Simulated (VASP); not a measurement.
# KI in VASP: a series of runs, part 2 of 2

VASP 6.6.1.

## 3. Single point, LDA (the cell strained)

Input file INCAR:

```
PREC = Accurate
ENCUT = 520
EDIFF = 1E-6
ISMEAR = 0
SIGMA = 0.05
LREAL = False
LASPH = True
NELM = 60
ALGO = Normal
ISIF = 2
LWAVE = False
LCHARG = False
NBANDS = 15
```

Input file KPOINTS:

```
Automatic mesh
0
Gamma
  6 6 6
```

Input file POSCAR:

```
KI
1.0
    0.0000000000      3.2744937442      3.4109309835
    3.2744937442      0.0000000000      3.4109309835
    3.2744937442      3.2744937442      0.0000000000
K I
1 1
Direct
    0.0000000000      0.0000000000      0.0000000000
    0.5000000000      0.5000000000      0.5000000000
```

Potentials or basis: VASP PAW LDA potentials, release 64 (K_sv, I).

Started as:

```sh
$ cat potpaw_LDA.64/K_sv/POTCAR potpaw_LDA.64/I/POTCAR > POTCAR
$ mpirun -np 1 vasp_std > vasp.out
```

OUTCAR:

```text
PREC = Accurate
   ENCUT = 520
   EDIFF = 1E-6
   ISMEAR = 0
   LREAL = False
   LASPH = True
   NELM = 60
   ISIF = 2

 ion  position               nearest neighbor table
   1  0.000  0.000  0.000-   2 3.27   2 3.27   2 3.27   2 3.27   2 3.41   2 3.41
   2  0.500  0.500  0.500-   1 3.27   1 3.27   1 3.27   1 3.27   1 3.41   1 3.41

  LATTYP: Found a body centered tetragonal cell.
 ALAT       =     4.6308334630
 C/A-ratio  =     1.4731391275

  Lattice vectors:

 A1 = (  -3.2744937442,   0.0000000000,   3.4109309835)
 A2 = (   3.2744937442,   0.0000000000,   3.4109309835)
 A3 = (   0.0000000000,   3.2744937442,  -3.4109309835)

Analysis of symmetry for initial positions (statically):
=====================================================================
 Subroutine PRICEL returns:
 Original cell was already a primitive cell.

 Routine SETGRP: Setting up the symmetry group for a
 body centered tetragonal supercell.

 Subroutine GETGRP returns: Found 16 space group operations
 (whereof 16 operations were pure point group operations)
 out of a pool of 16 trial point group operations.

The static configuration has the point symmetry D_4h.

Analysis of symmetry for dynamics (positions and initial velocities):
=====================================================================
 Subroutine PRICEL returns:
 Original cell was already a primitive cell.

 Routine SETGRP: Setting up the symmetry group for a
 body centered tetragonal supercell.

 Subroutine GETGRP returns: Found 16 space group operations
 (whereof 16 operations were pure point group operations)
 out of a pool of 16 trial point group operations.

The dynamic configuration has the point symmetry D_4h.

 Subroutine INISYM returns: Found 16 space group operations
 (whereof 16 operations are pure point group operations),
 and found     1 'primitive' translations

----------------------------------------------------------------------------------------

                                     Primitive cell

  volume of cell :      73.1461

  direct lattice vectors                    reciprocal lattice vectors
     0.000000000  3.274493744  3.410930984    -0.152695360  0.152695360  0.146587545
     3.274493744  0.000000000  3.410930984     0.152695360 -0.152695360  0.146587545
     3.274493744  3.274493744  0.000000000     0.152695360  0.152695360 -0.146587545

  length of vectors
     4.728293503  4.728293503  4.630833463     0.260997422  0.260997422  0.260997422

  position of ions in fractional coordinates (direct lattice)
     0.000000000  0.000000000  0.000000000
     0.500000000  0.500000000  0.500000000

  ion indices of the primitive-cell ions
   primitive index   ion index
                 1           1
                 2           2

----------------------------------------------------------------------------------------

 KPOINTS: Automatic mesh

Automatic generation of k-mesh.
 Grid dimensions read from file:
 generate k-points for:    6    6    6

 Generating k-lattice:

  Cartesian coordinates                     Fractional coordinates (reciprocal lattice)
    -0.025449227  0.025449227  0.024431258     0.166666667 -0.000000000  0.000000000
     0.025449227 -0.025449227  0.024431258    -0.000000000  0.166666667  0.000000000
     0.025449227  0.025449227 -0.024431258     0.000000000  0.000000000  0.166666667

  Length of vectors
     0.043499570  0.043499570  0.043499570

[... 39 lines left out ...]
   dimension x,y,z NGXF=    72 NGYF=   72 NGZF=   72
   ions per type =               1   1
   NGX,Y,Z   is equivalent  to a cutoff of  12.66, 12.66, 12.92 a.u.
   NGXF,Y,Z  is equivalent  to a cutoff of  25.32, 25.32, 25.85 a.u.
 SYSTEM =  unknown system
   PREC   = accura    normal or accurate (medium, high low for compatibility)
   ISTART =      0    job   : 0-new  1-cont  2-samecut
   ICHARG =      2    charge: 1-file 2-atom 10-const
   ISPIN  =      1    spin polarized calculation?
   LNONCOLLINEAR =      F non collinear calculations
   LSORBIT =      F    spin-orbit coupling
   LASPH  =      T    aspherical Exc in radial PAW
   ENCUT  =  520.0 eV  38.22 Ry    6.18 a.u.   8.79  8.79  8.61*2*pi/ulx,y,z
   NELM   =     60;   NELMIN=  2; NELMDL= -5     # of ELM steps
   EDIFF  = 0.1E-05   stopping-criterion for ELM
   LREAL  =      F    real-space projection
   EDIFFG = 0.1E-04   stopping-criterion for IOM
   NSW    =      0    number of steps for IOM
   IBRION =     -1    ionic relax: 0-MD 1-quasi-New 2-CG
   NFREE  =      0    steps in history (QN), initial steepest desc. (CG)
   ISIF   =      2    stress and relaxation
   ISYM   =      2    0-nonsym 1-usesym 2-fastsym
   POTIM  = 0.5000    time-step for ionic-motion
   TEBEG  =    0.0;   TEEND  =   0.0 temperature during run
   PSTRESS=    0.0 pullay stress
   NELECT =      16.0000    total number of electrons
   NUPDOWN=      -1.0000    fix difference up-down
   EMIN   =  10.00;   EMAX   =-10.00  energy-range for DOS
   EFERMI =   0.00;   METHOD = LEGACY
   ISMEAR =     0;   SIGMA  =   0.05  broadening in eV -4-tet -1-fermi 0-gaus
   EFERMI_NEDOS =   21; number of points for ismear=-14 and -15
   IALGO  =     38    algorithm
   IMIX   =      4    mixing-type and parameters
     AMIX     =   0.40;   BMIX     =  1.00
     AMIX_MAG =   1.60;   BMIX_MAG =  1.00
  volume/ion in A,a.u.               =      36.57       246.81
  Fermi-wavevector in a.u.,A,eV,Ry     =   0.986395  1.864017 13.238143  0.972976
  Thomas-Fermi vector in A             =   2.117773
   LORBIT       =      0    0 simple, 1 ext, 2 COOP (PROOUT), +10 PAW based schemes
   GGA     = CA    functional components
   LHFCALC =     F    Hartree Fock is set to
   AEXX    =    0.0000 exact exchange contribution
   IVDW    =     0    specifies the selected vdW correction
   LEPSILON=     F    determine dielectric tensor
   LRPA    =     F    only Hartree local field effects (RPA)
 non-spin polarized calculation
 Gauss-broadening in eV      SIGMA  =   0.05
  energy-cutoff  :      520.00
  volume of cell :       73.15
 maximum number of plane-waves:      1984
   NGX = 17   NGY = 17   NGZ = 17

 number of electron      15.9999998 magnetization

 Free energy of the ion-electron system (eV)
  ---------------------------------------------------
  ext. energy  EPLUGINS =         0.00000000
  ---------------------------------------------------
  free energy    TOTEN  =        -6.12194441 eV

  energy without entropy =       -6.12194441  energy(sigma->0) =       -6.12194441

 E-fermi :   0.7782     XC(G=0):  -8.3698

 val. band max:        0.5161734462   @ k =   0.0000   0.0000   0.0000
 cond. band min:       4.5914806678   @ k =   0.0000   0.0000   0.0000
 fundamental gap:      4.0753072217
 Fermi energy:         0.7782462182

 k-point     1 :       0.0000    0.0000    0.0000
  band No.  band energies     occupation
      1     -27.3925      2.00000
      2     -11.1579      2.00000
      3     -11.1579      2.00000
      4     -11.1380      2.00000
      5     -10.4165      2.00000
      6       0.4663      2.00000
      7       0.5162      2.00000
      8       0.5162      2.00000
      9       4.5915      0.00000
     10       6.4473      0.00000
     11       6.7276      0.00000
     12       6.7276      0.00000
     13       7.4516      0.00000
     14       7.6264      0.00000
[... 401 lines left out ...]
      2     -11.3577      2.00000
      3     -11.2200      2.00000
      4     -11.1786      2.00000
      5     -10.0244      2.00000
      6      -0.8239      2.00000
      7      -0.2522      2.00000
      8      -0.0361      2.00000
      9       5.3064      0.00000
     10       6.9944      0.00000
     11       8.4827      0.00000
     12       8.7934      0.00000
     13       9.7210      0.00000
     14       9.9458      0.00000
     15      10.8711      0.00000

 [... further k-points ...]

------------------------ aborting loop because EDIFF is reached ----------------------------------------

  FORCE on cell =-STRESS in cart. coord.  units (eV):
  Direction    XX          YY          ZZ          XY          YZ          ZX
  --------------------------------------------------------------------------------------
  -------------------------------------------------------------------------------------
  Total        1.1202744      1.1202744      0.1634199      0.0000000      0.0000000      0.0000000
  in kB       24.5382580     24.5382580      3.5795166      0.0000000      0.0000000      0.0000000
  external PRESSURE =      17.5520109 kB  Pullay stress =       0.0000000 kB

 VOLUME and BASIS-vectors are now :
 -----------------------------------------------------------------------------
  energy-cutoff  :      520.00
  volume of cell :       73.15
      direct lattice vectors                 reciprocal lattice vectors
     0.000000000  3.274493744  3.410930984    -0.152695360  0.152695360  0.146587545
     3.274493744  0.000000000  3.410930984     0.152695360 -0.152695360  0.146587545
     3.274493744  3.274493744  0.000000000     0.152695360  0.152695360 -0.146587545

 POSITION                                       TOTAL-FORCE (eV/Angst)
 -----------------------------------------------------------------------------------
      0.00000      0.00000      0.00000        -0.000000      0.000000     -0.000000
      3.27449      3.27449      3.41093         0.000000     -0.000000      0.000000
 -----------------------------------------------------------------------------------
    total drift:                                0.000000      0.000000      0.000000

  FREE ENERGIE OF THE ION-ELECTRON SYSTEM (eV)
  ---------------------------------------------------
  free  energy   TOTEN  =        -6.1219444058 eV

  energy  without entropy=       -6.1219444058  energy(sigma->0) =       -6.12194441
```

Run time: 77 s. Hardware: 1 thread of Intel Xeon 8259CL, shared host; peak memory 0.19 GiB.

What came out:

| Item | Value |
| --- | --- |
| Free energy | -6.1219 eV |
| Pressure | 1.8 GPa |
| Band gap on the k mesh | 4.08 eV |

Caveat: the cell differs from its parent crystal (the cell strained); spin-orbit coupling is left out, which moves the levels of the heavy elements.

## 4. Against experiment

Step 2. Measured gap of KI: 6.32 eV (a printed reference work, monograph). This calculation gives 3.87 eV (-2.45 eV). Spin-orbit coupling on I is left out. The value is that of LDA, without temperature or zero-point motion. Semilocal functionals fall short of measured gaps as a rule.
